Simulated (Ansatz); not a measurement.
Born–Oppenheimer molecular dynamics of a periodic cell of 12 atoms, TaN (start crystal TaN, start structure P-62m, volume 1.15 times the crystal's). It starts from an unrelaxed structure (largest force component 0.39 eV/Å).

The calculation used DFT PBE, scalar-relativistic, plane waves, PAW (Ansatz). Settings: accuracy low, PAW set soft_1, cutoff 420 eV, k mesh 2x2x2, fermi-dirac smearing 0.17 eV, no spin polarisation.

- ensemble: NVT, Langevin thermostat
- time step: 1 fs
- steps asked: 180
- set temperature: 2000 K
- friction: 0.02 /fs
- seed: 426239

Frames 1 fs apart, positions in Å, forces in eV/Å.

Velocities at 90 fs (Å/ps):

```
Ta -3.03 -0.38 1.13
Ta 0.62 -3.01 -0.08
Ta 3.58 -0.80 -1.37
N -1.42 4.03 -10.44
N -16.51 -2.31 7.22
N 3.19 3.62 4.85
Ta 0.61 1.97 -1.45
Ta 0.77 0.93 1.08
Ta 1.39 6.03 -2.11
N -2.14 16.82 -2.81
N 11.52 16.46 18.24
N 10.56 -7.21 -7.65
```

```xyz
12
Lattice="5.4569 0.0000 0.0000 -2.7284 4.7258 0.0000 0.0000 0.0000 6.1075" Properties=species:S:1:pos:R:3:forces:R:3 time_fs=90 energy_less_start_eV=1.871 T=1349
Ta 0.079 0.064 -0.109 -0.29 -1.04 -0.07
Ta -0.020 3.429 1.396 1.09 -1.91 0.21
Ta 3.065 1.591 1.458 -3.36 0.33 -0.86
N 2.249 0.175 -0.135 -1.01 -0.24 0.20
N 1.648 3.031 -0.185 0.53 0.17 0.32
N -0.926 1.814 0.059 0.08 1.62 -1.28
Ta 0.009 -0.153 2.987 -1.16 1.91 -0.52
Ta -0.050 3.347 4.563 0.79 -1.64 -1.35
Ta 2.690 1.671 4.433 -0.31 -0.01 0.40
N 2.055 0.032 2.932 0.94 0.22 0.71
N 1.566 2.841 2.889 0.97 0.91 0.63
N -1.117 1.870 2.919 1.72 -0.31 1.61
12
Lattice="5.4569 0.0000 0.0000 -2.7284 4.7258 0.0000 0.0000 0.0000 6.1075" Properties=species:S:1:pos:R:3:forces:R:3 time_fs=91 energy_less_start_eV=1.840 T=1122
Ta 0.076 0.064 -0.108 -0.30 -1.03 -0.06
Ta -0.018 3.425 1.395 1.07 -1.79 0.22
Ta 3.069 1.590 1.457 -3.43 0.31 -0.85
N 2.248 0.179 -0.143 -1.03 -0.28 0.30
N 1.633 3.029 -0.180 0.70 0.24 0.29
N -0.924 1.819 0.063 0.11 1.54 -1.35
Ta 0.009 -0.152 2.985 -1.09 2.07 -0.47
Ta -0.049 3.348 4.564 0.78 -1.58 -1.36
Ta 2.692 1.677 4.431 -0.30 -0.05 0.46
N 2.054 0.048 2.930 1.02 0.07 0.69
N 1.576 2.857 2.906 0.79 0.74 0.50
N -1.107 1.863 2.913 1.68 -0.24 1.63
12
Lattice="5.4569 0.0000 0.0000 -2.7284 4.7258 0.0000 0.0000 0.0000 6.1075" Properties=species:S:1:pos:R:3:forces:R:3 time_fs=92 energy_less_start_eV=1.813 T=1173
Ta 0.074 0.064 -0.108 -0.33 -0.99 -0.05
Ta -0.016 3.422 1.395 1.05 -1.67 0.25
Ta 3.072 1.588 1.456 -3.46 0.30 -0.82
N 2.249 0.181 -0.149 -1.07 -0.31 0.37
N 1.616 3.027 -0.175 0.89 0.32 0.28
N -0.925 1.826 0.067 0.16 1.41 -1.42
Ta 0.010 -0.150 2.982 -1.00 2.24 -0.43
Ta -0.048 3.349 4.564 0.76 -1.52 -1.37
Ta 2.694 1.681 4.428 -0.31 -0.08 0.54
N 2.054 0.062 2.931 1.07 -0.07 0.65
N 1.584 2.875 2.921 0.62 0.53 0.38
N -1.098 1.856 2.910 1.63 -0.17 1.61
12
Lattice="5.4569 0.0000 0.0000 -2.7284 4.7258 0.0000 0.0000 0.0000 6.1075" Properties=species:S:1:pos:R:3:forces:R:3 time_fs=93 energy_less_start_eV=1.795 T=1209
Ta 0.072 0.065 -0.108 -0.38 -0.95 -0.02
Ta -0.014 3.418 1.394 1.01 -1.56 0.29
Ta 3.074 1.585 1.455 -3.46 0.31 -0.76
N 2.252 0.184 -0.153 -1.12 -0.33 0.42
N 1.598 3.025 -0.170 1.10 0.40 0.25
N -0.926 1.835 0.070 0.22 1.26 -1.49
Ta 0.009 -0.147 2.980 -0.88 2.42 -0.37
Ta -0.047 3.350 4.565 0.73 -1.46 -1.38
Ta 2.696 1.685 4.425 -0.31 -0.09 0.63
N 2.056 0.076 2.934 1.09 -0.20 0.60
N 1.591 2.893 2.937 0.45 0.30 0.27
N -1.089 1.849 2.910 1.54 -0.11 1.55
12
Lattice="5.4569 0.0000 0.0000 -2.7284 4.7258 0.0000 0.0000 0.0000 6.1075" Properties=species:S:1:pos:R:3:forces:R:3 time_fs=94 energy_less_start_eV=1.793 T=1138
Ta 0.070 0.067 -0.108 -0.40 -0.93 0.01
Ta -0.013 3.415 1.393 0.98 -1.45 0.35
Ta 3.077 1.582 1.453 -3.44 0.33 -0.67
N 2.255 0.188 -0.157 -1.18 -0.35 0.47
N 1.581 3.022 -0.165 1.31 0.48 0.23
N -0.927 1.843 0.074 0.27 1.13 -1.56
Ta 0.009 -0.145 2.977 -0.73 2.60 -0.31
Ta -0.046 3.352 4.566 0.71 -1.42 -1.40
Ta 2.698 1.688 4.422 -0.30 -0.10 0.71
N 2.060 0.089 2.937 1.09 -0.31 0.55
N 1.598 2.910 2.955 0.27 0.09 0.14
N -1.079 1.847 2.910 1.43 -0.07 1.48
12
Lattice="5.4569 0.0000 0.0000 -2.7284 4.7258 0.0000 0.0000 0.0000 6.1075" Properties=species:S:1:pos:R:3:forces:R:3 time_fs=95 energy_less_start_eV=1.805 T=1071
Ta 0.067 0.067 -0.107 -0.42 -0.90 0.03
Ta -0.011 3.413 1.391 0.95 -1.36 0.42
Ta 3.079 1.579 1.452 -3.41 0.33 -0.57
N 2.257 0.189 -0.159 -1.24 -0.34 0.50
N 1.562 3.021 -0.163 1.54 0.53 0.23
N -0.927 1.851 0.078 0.30 1.01 -1.63
Ta 0.008 -0.143 2.974 -0.54 2.77 -0.25
Ta -0.045 3.355 4.568 0.67 -1.38 -1.44
Ta 2.699 1.691 4.419 -0.26 -0.11 0.80
N 2.065 0.100 2.939 1.05 -0.41 0.50
N 1.609 2.923 2.973 0.06 -0.10 0.01
N -1.069 1.847 2.910 1.30 -0.04 1.41
12
Lattice="5.4569 0.0000 0.0000 -2.7284 4.7258 0.0000 0.0000 0.0000 6.1075" Properties=species:S:1:pos:R:3:forces:R:3 time_fs=96 energy_less_start_eV=1.829 T=1082
Ta 0.065 0.067 -0.107 -0.44 -0.85 0.05
Ta -0.009 3.410 1.389 0.89 -1.26 0.51
Ta 3.081 1.578 1.449 -3.35 0.33 -0.47
N 2.260 0.189 -0.161 -1.29 -0.29 0.53
N 1.544 3.022 -0.160 1.78 0.55 0.22
N -0.925 1.858 0.080 0.30 0.88 -1.68
Ta 0.006 -0.141 2.971 -0.33 2.97 -0.20
Ta -0.044 3.358 4.569 0.62 -1.36 -1.49
Ta 2.699 1.694 4.417 -0.21 -0.12 0.87
N 2.070 0.114 2.944 1.01 -0.54 0.43
N 1.618 2.937 2.990 -0.15 -0.31 -0.11
N -1.058 1.847 2.909 1.17 -0.02 1.34
12
Lattice="5.4569 0.0000 0.0000 -2.7284 4.7258 0.0000 0.0000 0.0000 6.1075" Properties=species:S:1:pos:R:3:forces:R:3 time_fs=97 energy_less_start_eV=1.856 T=909
Ta 0.062 0.067 -0.106 -0.44 -0.80 0.07
Ta -0.007 3.407 1.386 0.84 -1.15 0.61
Ta 3.082 1.576 1.446 -3.26 0.33 -0.38
N 2.261 0.189 -0.163 -1.33 -0.23 0.57
N 1.530 3.024 -0.156 1.97 0.55 0.20
N -0.921 1.865 0.082 0.26 0.76 -1.71
Ta 0.004 -0.140 2.969 -0.13 3.18 -0.16
Ta -0.043 3.361 4.571 0.59 -1.33 -1.54
Ta 2.700 1.695 4.415 -0.16 -0.10 0.93
N 2.074 0.128 2.950 0.97 -0.66 0.35
N 1.625 2.953 3.007 -0.35 -0.54 -0.21
N -1.047 1.847 2.909 1.02 0.00 1.26
12
Lattice="5.4569 0.0000 0.0000 -2.7284 4.7258 0.0000 0.0000 0.0000 6.1075" Properties=species:S:1:pos:R:3:forces:R:3 time_fs=98 energy_less_start_eV=1.882 T=996
Ta 0.059 0.067 -0.105 -0.43 -0.77 0.10
Ta -0.006 3.404 1.384 0.79 -1.05 0.71
Ta 3.083 1.575 1.442 -3.16 0.34 -0.26
N 2.260 0.189 -0.163 -1.33 -0.19 0.58
N 1.520 3.027 -0.152 2.12 0.53 0.19
N -0.918 1.872 0.084 0.23 0.66 -1.75
Ta 0.002 -0.138 2.966 0.08 3.39 -0.12
Ta -0.043 3.363 4.572 0.56 -1.30 -1.57
Ta 2.701 1.696 4.414 -0.11 -0.09 0.99
N 2.077 0.140 2.955 0.95 -0.76 0.28
N 1.632 2.968 3.026 -0.55 -0.78 -0.32
N -1.035 1.849 2.909 0.85 0.01 1.17
12
Lattice="5.4569 0.0000 0.0000 -2.7284 4.7258 0.0000 0.0000 0.0000 6.1075" Properties=species:S:1:pos:R:3:forces:R:3 time_fs=99 energy_less_start_eV=1.912 T=1238
Ta 0.056 0.068 -0.105 -0.42 -0.72 0.13
Ta -0.005 3.401 1.381 0.73 -0.94 0.83
Ta 3.084 1.574 1.438 -3.06 0.34 -0.12
N 2.257 0.189 -0.161 -1.32 -0.14 0.56
N 1.509 3.032 -0.149 2.27 0.50 0.18
N -0.916 1.879 0.087 0.21 0.54 -1.80
Ta -0.001 -0.137 2.963 0.32 3.60 -0.08
Ta -0.043 3.365 4.573 0.52 -1.26 -1.61
Ta 2.703 1.697 4.412 -0.06 -0.07 1.06
N 2.081 0.151 2.961 0.90 -0.86 0.19
N 1.637 2.983 3.046 -0.74 -1.00 -0.42
N -1.020 1.852 2.909 0.64 0.01 1.07
12
Lattice="5.4569 0.0000 0.0000 -2.7284 4.7258 0.0000 0.0000 0.0000 6.1075" Properties=species:S:1:pos:R:3:forces:R:3 time_fs=100 energy_less_start_eV=1.947 T=1105
Ta 0.053 0.069 -0.104 -0.42 -0.66 0.17
Ta -0.004 3.398 1.378 0.68 -0.83 0.97
Ta 3.084 1.573 1.435 -2.95 0.33 0.00
N 2.254 0.190 -0.159 -1.30 -0.11 0.55
N 1.500 3.037 -0.144 2.40 0.47 0.14
N -0.914 1.889 0.088 0.19 0.41 -1.85
Ta -0.003 -0.135 2.958 0.54 3.76 -0.04
Ta -0.042 3.368 4.574 0.49 -1.22 -1.64
Ta 2.705 1.698 4.410 -0.01 -0.04 1.14
N 2.087 0.162 2.967 0.84 -0.94 0.11
N 1.638 2.997 3.067 -0.86 -1.19 -0.51
N -1.002 1.853 2.909 0.40 0.02 0.97
12
Lattice="5.4569 0.0000 0.0000 -2.7284 4.7258 0.0000 0.0000 0.0000 6.1075" Properties=species:S:1:pos:R:3:forces:R:3 time_fs=101 energy_less_start_eV=1.986 T=1162
Ta 0.050 0.071 -0.103 -0.41 -0.60 0.20
Ta -0.003 3.394 1.375 0.63 -0.72 1.08
Ta 3.085 1.573 1.433 -2.84 0.33 0.08
N 2.251 0.192 -0.158 -1.28 -0.09 0.53
N 1.495 3.042 -0.139 2.48 0.45 0.10
N -0.912 1.899 0.090 0.17 0.27 -1.90
Ta -0.006 -0.134 2.954 0.78 3.93 -0.01
Ta -0.040 3.370 4.574 0.46 -1.18 -1.63
Ta 2.706 1.699 4.408 0.05 -0.03 1.21
N 2.092 0.171 2.968 0.77 -0.99 0.08
N 1.638 3.012 3.090 -0.99 -1.39 -0.61
N -0.984 1.854 2.909 0.17 0.03 0.87
```

Of the whole run (180 fs, mean temperature of the second half 1484 K): The mean temperature of the second half is 26 % below the set value. A run of 0.18 ps of so small a system gives no equilibrium averages. Limits of this set-up: coarse k mesh, low accuracy level.

The run took 17 min on 1 thread of AMD EPYC 7R43 64-Core Processor (Zen 3), with other jobs on the host, peak memory 0.54 GiB.
